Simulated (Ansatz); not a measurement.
# PbSe (Clausthalite) (Fm-3m) in Ansatz: notebook

Runs on PbSe (Clausthalite). Level: PBE. Tasks: band structure.

Program: Ansatz 0.2.0. These are calculated values, not measurements. Logs are shortened: lines on timing, memory, paths and dates and some standing lists are left out, and cuts for length are marked.

**1. The undisturbed crystal**

The structure is cubic, space group Fm-3m (No. 225). The conventional cell has a = 6.121 Å, b = 6.121 Å, c = 6.121 Å, α = 90.00°, β = 90.00°, γ = 90.00°. Around Pb (site symmetry m-3m) lie 6 Se at 3.06 Å. Around Se (site symmetry m-3m) lie 6 Pb at 3.06 Å.

**2. Band structure, PBE (strain_z_fixed_volume = 0)**

Contents of input.yaml:

```yaml
crystal:
  lattice:
    - [0.0, 3.06065, 3.06065]
    - [3.06065, 0.0, 3.06065]
    - [3.06065, 3.06065, 0.0]
  atoms:
    - { symbol: Pb, position: [0.0, 0.0, 0.0] }
    - { symbol: Se, position: [0.5, 0.5, 0.5] }
kpoints:
  mp_grid: { grid: [8, 8, 8] }
  band_path:
    path:
      - [0.0, 0.0, 0.0]
      - [0.5, 0.0, 0.5]
      - [0.5, 0.25, 0.75]
      - [0.375, 0.375, 0.75]
      - [0.0, 0.0, 0.0]
      - [0.5, 0.5, 0.5]
      - [0.625, 0.25, 0.625]
      - [0.5, 0.25, 0.75]
    npoints: 10
scf:
  occupations: { method: fermi_dirac, width: 0.05 }
hamiltonian:
  xc: pbe
  pseudopotentials: { kind: all_electron, lapw: { basis_error: 0.001 } }
output:
  forces: true
  stress: true
  eigenvalues: true
```

Potentials or basis: all-electron LAPW, scalar-relativistic.

Command:

```sh
ansatz run input.yaml --threads 1 --pin off --max-ram 3072MiB --backend cpu --events-out ev --progress --plain --runs-dir out
```

What it wrote:

```text
Warning: RAYON_NUM_THREADS=1 ignored (pool sized by the plan → 1); use --threads N
LAPW: plane waves up to 7.016 Å⁻¹, error target 1.0e-3 eV per atom; small_component_spin mean_spin; Se in spheres of 1.439 Å, 24 of its electrons in bands, Dirac shells []; Pb in spheres of 1.621 Å, 36 of its electrons in bands, Dirac shells [] (how accurate: hamiltonian.pseudopotentials.lapw.basis_error, Limitations)
Engine: ansatz 0.2.0, aarch64-unknown-linux-gnu
Pseudopotentials: kind: all_electron
Pseudopotential: Pb, LAPW, valence charge 36, lapw/all_electron/scalar/gaussian/Pb, Koelling and Harmon's equation, gaussian nucleus
Pseudopotential: Se, LAPW, valence charge 24, lapw/all_electron/scalar/gaussian/Se, Koelling and Harmon's equation, gaussian nucleus
Functional definition: PBE
  parameter kappa = 0.804
  parameter beta = 0.06672455060314922
  exchange = pbe_x(kappa = kappa, mu = beta*pi^2/3)
  correlation = pbe_c(beta = beta)
Crystal: 2 atoms, lattice volume = 57.342 Å³
Basis set: ecut = 187.54182827907107 eV, 331 PW (Γ), exchange–correlation at level 2
Bands: 36, of which v1, the nominal top of the filled ones, is band 30 counted from 1 (29 counted from 0)
Symmetry: 48 space group operations
Space group: Fm-3m (ITA 225), of the structure as read, at distance tolerance 3.9e-5 Å
k-points: 29 of 512
Non-local potential: Pb, projectors of the file, none
Non-local potential: Se, projectors of the file, none
Initial density: superposition of atomic densities (chi_scale 0.1, normalization cell, long waves kept (reshape's long-wave potential 0.00 eV rms))
Initial wavefunctions: plane waves of lowest kinetic energy (no species holds an atomic orbital)
Functional: x = pbe(κ = 0.804, μ = 0.2195149727645171), c = pbe(β = 0.06672455060314922)
iter 1 solved again at ethr=1.42e-3 eV; its pass at ethr=1.00e-1 eV (dr2=8.50e-1 eV) is discarded
SCF iter   1: F=—  HF=-634193.660627 eV  |F-HF|=—  |Δ(HF+E_count)|=         —  Δρ=2.48e-2  dr2=8.50e-1  ethr=1.42e-3  ⟨swp⟩=2.0  Hψ=6418  notcnv=0
preconditioner: auto → none  [insulator: Δε(μ)=0.591 eV  Ē_g=16.883 eV  σ=0.050 eV  W_gap=0.99  n_scr=14 (ndim 8)  ℏωp=21.9 eV  f_vac=0.122  D(μ)=0.00/eV (n_scr^D=0)  ε∞_Penn≈2.7]
iter 2 solved again at ethr=3.02e-5 eV; its pass at ethr=1.42e-3 eV (dr2=1.81e-2 eV) is discarded
SCF iter   2: F=—  HF=-634193.404187 eV  |F-HF|=—  |Δ(HF+E_count)|=   2.56e-1  Δρ=5.34e-3  dr2=1.81e-2  ethr=3.02e-5  ⟨swp⟩=2.0  Hψ=5436  notcnv=0
SCF iter   3: F=—  HF=-634193.371646 eV  |F-HF|=—  |Δ(HF+E_count)|=   3.25e-2  Δρ=3.32e-3  dr2=1.12e-2  ethr=3.02e-5  ⟨swp⟩=2.8  Hψ=3313  notcnv=0
SCF iter   4: F=—  HF=-634193.373370 eV  |F-HF|=—  |Δ(HF+E_count)|=   1.72e-3  Δρ=8.98e-4  dr2=6.64e-4  ethr=1.86e-5  ⟨swp⟩=2.0  Hψ=3102  notcnv=0
SCF iter   5: F=—  HF=-634193.373621 eV  |F-HF|=—  |Δ(HF+E_count)|=   2.51e-4  Δρ=1.17e-4  dr2=8.64e-6  ethr=1.11e-6  ⟨swp⟩=2.5  Hψ=3123  notcnv=0
SCF iter   6: F=—  HF=-634193.373634 eV  |F-HF|=—  |Δ(HF+E_count)|=   1.30e-5  Δρ=2.03e-5  dr2=3.73e-7  ethr=1.44e-8  ⟨swp⟩=3.0  Hψ=3223  notcnv=0
SCF iter   7: F=-634193.373634 eV  HF=-634193.373634 eV  |F-HF|=7.45e-9  |Δ(HF+E_count)|=   2.07e-7  Δρ=6.20e-6  dr2=3.91e-8  ethr=6.21e-10  ⟨swp⟩=3.0  Hψ=3197  notcnv=0
SCF 1 converged in 7 iterations: F = -634193.373634 eV  dr2 = 3.91e-8
NSCF: frozen V_eff on 71 k-points
SCF converged after 7 iterations
Free energy (F): -634193.373634 eV
Harris-Foulkes:  -634193.373634 eV  (|F-HF|=7.45e-9)
Internal energy: -634193.373302 eV  (E = F + TS)
E sigma→0 (E₀):  -634193.373468 eV
Entropy (-TS):   -0.000332 eV (-0.166 meV/atom)
Fermi energy:    11.907119 eV
--- Per-component energies (eV) ---
  E_band       = -3853.956104
  E_kinetic    = 722667.277971
  E_xc         = -12976.427384
  E_electrostatic = -1343884.223890  (all electrons and nuclei)
  E_smearing   = -0.000332  (= −TS)
  E_closure    = 0.000000  (closes the sum)
  E_atoms      = -634185.215359  (free atoms, spherical and without spin; not in F)
  Σ components = -634193.373634   (vs F -634193.373634, Δ=0.00e0)
  Basis errors (estimates in eV, not in F): energy 3.6e-4 per atom: plane waves 3.3e-4 (1.8e-4 summed), levels above the bands 3.3e-72, relativity 5.8e-8, radial functions 2.4e-5, core shells 1.4e-8; eigenvalues (radial functions only) 3.9e-6; not estimated: angular momenta, meshes, grids; target (lapw.basis_error) 1.0e-3; muffin-tin radii Se 1.439 Å, Pb 1.621 Å
--- Forces (eV/Å), atoms counted from 1 ---
  atom   1  Pb     0.00000000     0.00000000    -0.00000000
  atom   2  Se     0.00000000    -0.00000000    -0.00000000
  max |Σ_I F_I| component: 1.61e-30 eV/Å
--- Stress (GPa, compression-positive) ---
        2.422207       0.000000      -0.000000
        0.000000       2.422207      -0.000000
       -0.000000      -0.000000       2.422207
  P = ⅓ Tr σ = 2.4222 GPa (24.222 kbar)
--- Band table (eV; the first three rows and the last of 29) ---
  k-point 0: bands = ["-195.7878", "-135.2544", "-135.2544", "-135.2544", "-127.7338", "-116.7618", "-116.7594", "-116.7594", "-116.7594", "-116.7574", "-116.7574", "-116.7574", "-69.5786", "-69.5786", "-69.5786", "-35.4689", "-35.4689", "-35.4667", "-35.4667", "-35.4667", "-5.0875", "-5.0875", "-5.0875", "-5.0838", "-5.0838", "-1.8383", "5.4633", "9.8772", "9.8772", "9.8772", "16.4713", "16.4713", "16.4713", "18.2801", "18.2801", "18.2801"]
  k-point 1: bands = ["-195.7878", "-135.2544", "-135.2544", "-135.2544", "-127.7338", "-116.7618", "-116.7594", "-116.7594", "-116.7594", "-116.7574", "-116.7574", "-116.7574", "-69.5786", "-69.5786", "-69.5786", "-35.4689", "-35.4689", "-35.4667", "-35.4667", "-35.4667", "-5.0884", "-5.0884", "-5.0869", "-5.0818", "-5.0818", "-1.7201", "5.0682", "9.9182", "9.9182", "10.1550", "15.4089", "15.7953", "15.7953", "18.0993", "18.6237", "18.6237"]
  k-point 2: bands = ["-195.7878", "-135.2544", "-135.2544", "-135.2544", "-127.7338", "-116.7618", "-116.7594", "-116.7594", "-116.7594", "-116.7574", "-116.7574", "-116.7574", "-69.5786", "-69.5786", "-69.5786", "-35.4689", "-35.4689", "-35.4667", "-35.4667", "-35.4667", "-5.0968", "-5.0968", "-5.0858", "-5.0704", "-5.0704", "-1.3959", "4.1970", "10.0380", "10.0380", "10.7127", "13.9220", "14.6724", "14.6724", "18.2914", "19.4895", "19.4895"]
  k-point 28: bands = ["-195.7878", "-135.2544", "-135.2544", "-135.2544", "-127.7338", "-116.7618", "-116.7594", "-116.7594", "-116.7594", "-116.7574", "-116.7574", "-116.7574", "-69.5786", "-69.5786", "-69.5786", "-35.4690", "-35.4689", "-35.4667", "-35.4667", "-35.4666", "-5.1754", "-5.0843", "-5.0751", "-5.0751", "-5.0428", "-0.3764", "3.7534", "7.5272", "7.5272", "10.9639", "13.6487", "16.7070", "16.7070", "19.4895", "19.4895", "23.5772"]
```

It took 15 s on 1 thread of Arm Neoverse V1, shared host; peak memory 0.3 GiB.

Results:

- Free energy: -634193.3736 eV
- Pressure: 2.4 GPa
- Band gap on the k mesh: 0.29 eV, direct
- Band gap along the path: 0.29 eV, direct

Levels at the corners of the path, in eV from the valence-band top:
| point | band 26 | band 27 | band 28 | band 29 | band 30 | band 31 | band 32 | band 33 | band 34 | band 35 |
| --- | --- | --- | --- | --- | --- | --- | --- | --- | --- | --- |
| Γ | -13.60 | -6.30 | -1.89 | -1.89 | -1.89 | 4.71 | 4.71 | 4.71 | 6.52 | 6.52 |
| X | -12.17 | -7.38 | -4.99 | -3.24 | -3.24 | 3.69 | 5.60 | 5.60 | 6.04 | 11.33 |
| W | -12.14 | -8.01 | -4.24 | -4.24 | -0.80 | 1.88 | 4.94 | 4.94 | 7.72 | 7.72 |
| K | -12.18 | -8.03 | -4.58 | -2.74 | -2.40 | 3.39 | 4.01 | 5.43 | 5.82 | 10.11 |
| Γ | -13.60 | -6.30 | -1.89 | -1.89 | -1.89 | 4.71 | 4.71 | 4.71 | 6.52 | 6.52 |
| L | -12.54 | -8.80 | -1.48 | -1.48 | 0.00 | 0.29 | 1.69 | 1.69 | 8.54 | 10.17 |
| U | -12.18 | -8.03 | -4.58 | -2.74 | -2.40 | 3.39 | 4.01 | 5.43 | 5.82 | 10.11 |
| W | -12.14 | -8.01 | -4.24 | -4.24 | -0.80 | 1.88 | 4.94 | 4.94 | 7.72 | 7.72 |

Caveat: spin-orbit coupling is left out, which as a rule narrows the gap of such compounds by several tenths of an eV.

**3. Band structure, PBE, 28.67 Å³/atom (strain_z_fixed_volume = -0.04)**

Contents of input.yaml:

```yaml
crystal:
  lattice:
    - [0.0, 3.1237628255, 2.938224]
    - [3.1237628255, 0.0, 2.938224]
    - [3.1237628255, 3.1237628255, 0.0]
  atoms:
    - { symbol: Pb, position: [0.0, 0.0, 0.0] }
    - { symbol: Se, position: [0.5, 0.5, 0.5] }
kpoints:
  mp_grid: { grid: [8, 8, 8] }
  band_path:
    path:
      - [0.0, 0.0, 0.0]
      - [0.0, 0.5, 0.5]
      - [0.2825701678, 0.5, 0.7825701678]
      - [0.3912850839, 0.3912850839, 0.7825701678]
      - [0.0, 0.0, 0.0]
      - [-0.5, -0.5, 0.0]
      - [-0.3912850839, -0.3912850839, 0.2174298322]
      - [0.0, 0.0, 0.5]
    npoints: 10
scf:
  occupations: { method: fermi_dirac, width: 0.05 }
hamiltonian:
  xc: pbe
  pseudopotentials: { kind: all_electron, lapw: { basis_error: 0.001 } }
output:
  forces: true
  stress: true
  eigenvalues: true
```

Potentials or basis: all-electron LAPW, scalar-relativistic.

Command:

```sh
ansatz run input.yaml --threads 1 --pin off --max-ram 3072MiB --backend cpu --events-out ev --progress --plain --runs-dir out
```

Run time: 25 s. Hardware: 1 thread of Arm Neoverse V1, shared host; peak memory 0.38 GiB.

It converged, with:

```
Free energy             : -634193.3118 eV
Pressure                : 3.0 GPa
Band gap on the k mesh  : 0.17 eV, direct
Band gap along the path : 0.17 eV, direct
```

Caveat: spin-orbit coupling is left out, which as a rule narrows the gap of such compounds by several tenths of an eV.

**4. Band structure, PBE, 28.67 Å³/atom (strain_z_fixed_volume = -0.02)**

Contents of input.yaml:

```yaml
crystal:
  lattice:
    - [0.0, 3.0917233855, 2.999437]
    - [3.0917233855, 0.0, 2.999437]
    - [3.0917233855, 3.0917233855, 0.0]
  atoms:
    - { symbol: Pb, position: [0.0, 0.0, 0.0] }
    - { symbol: Se, position: [0.5, 0.5, 0.5] }
kpoints:
  mp_grid: { grid: [8, 8, 8] }
  band_path:
    path:
      - [0.0, 0.0, 0.0]
      - [0.0, 0.5, 0.5]
      - [0.2656206173, 0.5, 0.7656206173]
      - [0.3828103086, 0.3828103086, 0.7656206173]
      - [0.0, 0.0, 0.0]
      - [-0.5, -0.5, 0.0]
      - [-0.3828103086, -0.3828103086, 0.2343793827]
      - [0.0, 0.0, 0.5]
    npoints: 10
scf:
  occupations: { method: fermi_dirac, width: 0.05 }
hamiltonian:
  xc: pbe
  pseudopotentials: { kind: all_electron, lapw: { basis_error: 0.001 } }
output:
  forces: true
  stress: true
  eigenvalues: true
```

Command:

```sh
ansatz run input.yaml --threads 1 --pin off --max-ram 3072MiB --backend cpu --events-out ev --progress --plain --runs-dir out
```

Run time: 24 s. Hardware: 1 thread of Arm Neoverse V1, shared host; peak memory 0.37 GiB.

The run converged. Its results:

* Free energy: -634193.3591 eV
* Pressure: 2.6 GPa
* Band gap on the k mesh: 0.26 eV, direct
* Band gap along the path: 0.26 eV, direct

Caveat: spin-orbit coupling is left out, which as a rule narrows the gap of such compounds by several tenths of an eV.
